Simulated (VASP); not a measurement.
# HfH3 (Pm-3m) in VASP: notebook

One crystal, HfH3, is run at these levels: r2SCAN+D3(BJ); tasks: single point.

Everything below comes from runs of VASP 6.6.1. Logs are shortened: lines on timing, memory, paths and dates and some standing lists are left out, and cuts for length are marked.

## 1. The crystal as given

Symmetry: Pm-3m, No. 221, cubic system. The conventional cell has a = 3.085 Å, b = 3.085 Å, c = 3.085 Å, α = 90.00°, β = 90.00°, γ = 90.00°. Hf (site symmetry m-3m) is surrounded by 12 H at 2.18 Å. Around H (site symmetry 4/mmm) lie 4 Hf at 2.18 Å and 8 H at 2.18 Å.

The cell comes from a database or a generator and needn't be the stable form of this composition.

## 2. Single point, r2SCAN+D3(BJ)

Input file POSCAR:

```
HfH3
1.0
    3.0846000000      0.0000000000      0.0000000000
    0.0000000000      3.0846000000      0.0000000000
    0.0000000000      0.0000000000      3.0846000000
Hf H
1 3
Direct
    0.0000000000      0.0000000000      0.0000000000
    0.0000000000      0.5000000000      0.5000000000
    0.5000000000      0.0000000000      0.5000000000
    0.5000000000      0.5000000000      0.0000000000
```

Input file INCAR.step1:

```
SYSTEM = HfH3
PREC     = Accurate       ! precision mode
ENCUT    = 520            ! plane-wave cutoff, eV
ISMEAR   = 1              ! smearing method
SIGMA    = 0.01           ! smearing width, eV
LREAL    = .False.        ! projectors in reciprocal space
LASPH    = .True.         ! aspherical terms in the spheres
NELM     = 100            ! most SCF steps
NBANDS   = 14             ! bands
GGA      = PE             ! functional
ALGO     = Normal         ! electronic algorithm
EDIFF    = 1E-4           ! SCF threshold, eV
LWAVE    = .True.         ! write WAVECAR
LCHARG   = .False.        ! write CHGCAR
```

Input file INCAR.step2:

```
SYSTEM = HfH3
PREC     = Accurate       ! precision mode
ENCUT    = 520            ! plane-wave cutoff, eV
EDIFF    = 1E-6           ! SCF threshold, eV
ISMEAR   = 1              ! smearing method
SIGMA    = 0.01           ! smearing width, eV
LREAL    = .False.        ! projectors in reciprocal space
LASPH    = .True.         ! aspherical terms in the spheres
NELM     = 100            ! most SCF steps
ALGO     = Normal         ! electronic algorithm
ISIF     = 2              ! what is computed and relaxed
LWAVE    = .False.        ! write WAVECAR
LCHARG   = .True.         ! write CHGCAR
METAGGA  = R2SCAN         ! meta-GGA
LMIXTAU  = .True.       
IVDW     = 12             ! dispersion correction
VDW_S6   = 1.0          
VDW_S8   = 0.78981345   
VDW_A1   = 0.49484001   
VDW_A2   = 5.73083694   
LELF     = .True.         ! ELF
LVHAR    = .True.       
NBANDS   = 14             ! bands
ISTART   = 1
```

Input file KPOINTS:

```
Automatic mesh
0
Gamma
  6 6 6
  0 0 0
```

Potentials or basis: VASP PAW PBE potentials, release 64 (Hf_pv, H).

Started as:

```bash
$ cat potpaw_PBE.64/Hf_pv/POTCAR potpaw_PBE.64/H/POTCAR > POTCAR
$ cp INCAR.step1 INCAR
$ mpirun -np 1 vasp_std > vasp.out
$ cp INCAR.step2 INCAR
$ mpirun -np 1 vasp_std > vasp.out
```

OUTCAR:

```text
SYSTEM = HfH3
   PREC = Accurate
   ENCUT = 520
   EDIFF = 1E-6
   ISMEAR = 1
   LREAL = .False.
   LASPH = .True.
   NELM = 100
   ISIF = 2
   METAGGA = R2SCAN
   IVDW = 12
   ISTART = 1
 IVDW          = 12

 ion  position               nearest neighbor table
   1  0.000  0.000  0.000-   2 2.18   3 2.18   4 2.18   2 2.18   3 2.18   2 2.18   4 2.18   2 2.18
                             3 2.18   4 2.18   3 2.18   4 2.18
   2  0.000  0.500  0.500-   1 2.18   1 2.18   1 2.18   1 2.18
   3  0.500  0.000  0.500-   1 2.18   1 2.18   1 2.18   1 2.18
   4  0.500  0.500  0.000-   1 2.18   1 2.18   1 2.18   1 2.18

  LATTYP: Found a simple cubic cell.
 ALAT       =     3.0846000000

  Lattice vectors:

 A1 = (   3.0846000000,   0.0000000000,   0.0000000000)
 A2 = (   0.0000000000,   3.0846000000,   0.0000000000)
 A3 = (   0.0000000000,   0.0000000000,   3.0846000000)

Analysis of symmetry for initial positions (statically):
=====================================================================
 Subroutine PRICEL returns:
 Original cell was already a primitive cell.

 Routine SETGRP: Setting up the symmetry group for a
 simple cubic supercell.

 Subroutine GETGRP returns: Found 48 space group operations
 (whereof 48 operations were pure point group operations)
 out of a pool of 48 trial point group operations.

The static configuration has the point symmetry O_h .

Analysis of symmetry for dynamics (positions and initial velocities):
=====================================================================
 Subroutine PRICEL returns:
 Original cell was already a primitive cell.

 Routine SETGRP: Setting up the symmetry group for a
 simple cubic supercell.

 Subroutine GETGRP returns: Found 48 space group operations
 (whereof 48 operations were pure point group operations)
 out of a pool of 48 trial point group operations.

The dynamic configuration has the point symmetry O_h .

 Subroutine INISYM returns: Found 48 space group operations
 (whereof 48 operations are pure point group operations),
 and found     1 'primitive' translations

----------------------------------------------------------------------------------------

                                     Primitive cell

  volume of cell :      29.3492

  direct lattice vectors                    reciprocal lattice vectors
     3.084600000  0.000000000  0.000000000     0.324191143  0.000000000  0.000000000
[... 99 lines left out ...]
   EFERMI =   0.00;   METHOD = LEGACY
   ISMEAR =     1;   SIGMA  =   0.01  broadening in eV -4-tet -1-fermi 0-gaus
   EFERMI_NEDOS =   21; number of points for ismear=-14 and -15
   IALGO  =     38    algorithm
   IMIX   =      4    mixing-type and parameters
     AMIX     =   0.40;   BMIX     =  1.00
     AMIX_MAG =   1.60;   BMIX_MAG =  1.00
  volume/ion in A,a.u.               =       7.34        49.51
  Fermi-wavevector in a.u.,A,eV,Ry     =   1.247931  2.358247 21.188771  1.557331
  Thomas-Fermi vector in A             =   2.382040
   LORBIT       =      0    0 simple, 1 ext, 2 COOP (PROOUT), +10 PAW based schemes
   METAGGA = R2SCAN    functional components
   LHFCALC =     F    Hartree Fock is set to
   AEXX    =    0.0000 exact exchange contribution
   IVDW    =    12    specifies the selected vdW correction
   LEPSILON=     F    determine dielectric tensor
   LRPA    =     F    only Hartree local field effects (RPA)
 non-spin polarized calculation
 Methfessel and Paxton  Order N= 1 SIGMA  =   0.01
  energy-cutoff  :      520.00
  volume of cell :       29.35
 maximum number of plane-waves:       840
 NGX is ok and might be reduce to    24
   NGX = 11   NGY = 11   NGZ = 11

 number of electron      13.0000005 magnetization

 Free energy of the ion-electron system (eV)
  ---------------------------------------------------
  ext. energy  EPLUGINS =         0.00000000
  ---------------------------------------------------
  free energy    TOTEN  =       -56.58146897 eV

  energy without entropy =      -56.58146897  energy(sigma->0) =      -56.58146897

 E-fermi :   4.8838     XC(G=0): -12.0424

 val. band max:        4.8257093952   @ k =   0.3333   0.3333   0.1667
 cond. band min:       4.9875320003   @ k =   0.3333   0.1667   0.1667
 fundamental gap:      0.1618226051
 Fermi energy:         4.8837972385

 k-point     1 :       0.0000    0.0000    0.0000
  band No.  band energies     occupation
      1     -27.2493      2.00000
      2     -27.2493      2.00000
      3     -27.2493      2.00000
      4      -7.1121      2.00000
      5       0.1265      2.00000
      6       0.1266      2.00000
      7       9.7609      0.00000
      8       9.7609      0.00000
      9       9.7609      0.00000
     10      11.2762      0.00000
     11      11.2762      0.00000
     12      13.5303      0.00000
     13      13.5303      0.00000
     14      13.5303      0.00000
[... 309 lines left out ...]
      1     -27.6988      2.00000
      2     -27.6988      2.00000
      3     -27.6988      2.00000
      4      -1.6666      2.00000
      5      -1.6666      2.00000
      6      -1.6666      2.00000
      7       8.9127      0.00000
      8      10.5690      0.00000
      9      10.5690      0.00000
     10      10.5690      0.00000
     11      11.7527      0.00000
     12      11.7527      0.00000
     13      14.8929      0.00000
     14      14.8929      0.00000

------------------------ aborting loop because EDIFF is reached ----------------------------------------

 Edisp (eV)   -0.36156

 E8    (eV) :    -0.1207

  FORCE on cell =-STRESS in cart. coord.  units (eV):
  Direction    XX          YY          ZZ          XY          YZ          ZX
  --------------------------------------------------------------------------------------
  -------------------------------------------------------------------------------------
  Total      -0.65201    -0.65201    -0.65201    -0.00000    -0.00000     0.00000
  in kB     -35.59326   -35.59326   -35.59326    -0.00000    -0.00000     0.00000
  external pressure =      -35.59 kB  Pullay stress =        0.00 kB

 VOLUME and BASIS-vectors are now :
 -----------------------------------------------------------------------------
  energy-cutoff  :      520.00
  volume of cell :       29.35
      direct lattice vectors                 reciprocal lattice vectors
     3.084600000  0.000000000  0.000000000     0.324191143  0.000000000  0.000000000
     0.000000000  3.084600000  0.000000000     0.000000000  0.324191143  0.000000000
     0.000000000  0.000000000  3.084600000     0.000000000  0.000000000  0.324191143

 POSITION                                       TOTAL-FORCE (eV/Angst)
 -----------------------------------------------------------------------------------
      0.00000      0.00000      0.00000         0.000000      0.000000      0.000000
      0.00000      1.54230      1.54230         0.000000      0.000000      0.000000
      1.54230      0.00000      1.54230         0.000000      0.000000      0.000000
      1.54230      1.54230      0.00000         0.000000      0.000000      0.000000
 -----------------------------------------------------------------------------------
    total drift:                                0.000000      0.000000     -0.000000

  FREE ENERGIE OF THE ION-ELECTRON SYSTEM (eV)
  ---------------------------------------------------
  free  energy   TOTEN  =       -56.9430246370 eV

  energy  without entropy=      -56.9430246370  energy(sigma->0) =      -56.94302464
```

OUTCAR.step1:

```text
SYSTEM = HfH3
   PREC = Accurate
   ENCUT = 520
   ISMEAR = 1
   LREAL = .False.
   LASPH = .True.
   NELM = 100
[... 563 lines left out ...]
      0.00000      1.54230      1.54230         0.000000      0.000000      0.000000
      1.54230      0.00000      1.54230         0.000000      0.000000      0.000000
      1.54230      1.54230      0.00000         0.000000      0.000000      0.000000
 -----------------------------------------------------------------------------------
    total drift:                               -0.000000      0.000000     -0.000000

  FREE ENERGIE OF THE ION-ELECTRON SYSTEM (eV)
  ---------------------------------------------------
  free  energy   TOTEN  =       -20.9556608380 eV

  energy  without entropy=      -20.9557934860  energy(sigma->0) =      -20.95570505
```

Run time: 21 s. Hardware: 1 thread of Intel Xeon 6975P-C (Granite Rapids), shared host; peak memory 0.15 GiB.

What came out:

```yaml
Free_energy: -56.9430 eV
Pressure: -3.6 GPa
Band_gap_on_the_k_mesh: none (metal or under the smearing width)
Dispersion_energy_per_atom: -0.090 eV
```

Levels at points of the mesh, in eV from the Fermi level:
| k point | band 2 | band 3 | band 4 | band 5 | band 6 | band 7 | band 8 | band 9 | band 10 | band 11 |
| --- | --- | --- | --- | --- | --- | --- | --- | --- | --- | --- |
| (0.00, 0.00, 0.00) | -32.13 | -32.13 | -12.00 | -4.76 | -4.76 | 4.88 | 4.88 | 4.88 | 6.39 | 6.39 |
| (0.50, 0.00, 0.00) | -32.08 | -32.08 | -8.11 | -7.48 | -1.59 | -0.30 | 1.44 | 1.44 | 5.20 | 6.85 |
| (0.50, 0.50, 0.00) | -32.68 | -32.03 | -7.56 | -4.38 | -4.38 | -2.31 | 2.18 | 2.18 | 6.59 | 9.21 |
| (0.50, 0.50, 0.50) | -32.58 | -32.58 | -6.55 | -6.55 | -6.55 | 4.03 | 5.69 | 5.69 | 5.69 | 6.87 |

Caveat: the PAW data sets were made with another functional, which shifts forces and pressure a little; pairwise dispersion overbinds metals, which lowers pressure and volume. The run has no spin-orbit coupling, so splittings on Hf are missing.

## 3. Single point, r2SCAN+D3(BJ)

POSCAR is that of step 2.

Input file INCAR.step1:

```
SYSTEM = HfH3
PREC = Accurate
ENCUT = 520
ISMEAR = 1
SIGMA = 0.01
LREAL = .FALSE.
LASPH = .TRUE.
NELM = 60
NBANDS = 14
GGA = PE
ALGO = Normal
EDIFF = 1E-4
LWAVE = .TRUE.
LCHARG = .FALSE.
```

Input file INCAR.step2:

```
SYSTEM = HfH3
PREC = Accurate
ENCUT = 520
EDIFF = 1E-7
ISMEAR = 1
SIGMA = 0.01
LREAL = .FALSE.
LASPH = .TRUE.
NELM = 60
ALGO = Normal
ISIF = 2
LWAVE = .FALSE.
LCHARG = .TRUE.
METAGGA = R2SCAN
LMIXTAU = .TRUE.
IVDW = 12
VDW_S6 = 1.0
VDW_S8 = 0.78981345
VDW_A1 = 0.49484001
VDW_A2 = 5.73083694
LELF = .TRUE.
LVHAR = .TRUE.
NBANDS = 14
ISTART = 1
```

Input file KPOINTS:

```
Automatic mesh
0
G
  6 6 6
  0 0 0
```

Potentials or basis: VASP PAW PBE potentials, release 64 (Hf_pv, H).

Started as:

```bash
$ cat potpaw_PBE.64/Hf_pv/POTCAR potpaw_PBE.64/H/POTCAR > POTCAR
$ cp INCAR.step1 INCAR
$ mpirun -np 1 vasp_std > vasp.out
$ cp INCAR.step2 INCAR
$ mpirun -np 1 vasp_std > vasp.out
```

Run time: 22 s. Hardware: 1 thread of Intel Xeon 6975P-C (Granite Rapids), shared host; peak memory 0.14 GiB.

The run converged. Its results:

* Free energy: -56.9430 eV
* Pressure: -3.6 GPa
* Band gap on the k mesh: none (metal or under the smearing width)
* Dispersion energy per atom: -0.090 eV

Levels at points of the mesh, in eV from the Fermi level:
```
           k point  band 3  band 4  band 5  band 6  band 7  band 8  band 9  band 10
(0.00, 0.00, 0.00)  -32.13  -12.00   -4.76   -4.76    4.88    4.88    4.88     6.39
(0.50, 0.00, 0.00)  -32.08   -8.11   -7.48   -1.59   -0.30    1.44    1.44     5.20
(0.50, 0.50, 0.00)  -32.03   -7.56   -4.38   -4.38   -2.31    2.18    2.18     6.59
(0.50, 0.50, 0.50)  -32.58   -6.55   -6.55   -6.55    4.03    5.68    5.68     5.68
```

Caveat: the PAW data sets were made with another functional, which shifts forces and pressure a little; pairwise dispersion overbinds metals, which lowers pressure and volume. Spin-orbit coupling is left out, which matters for the levels of Hf.
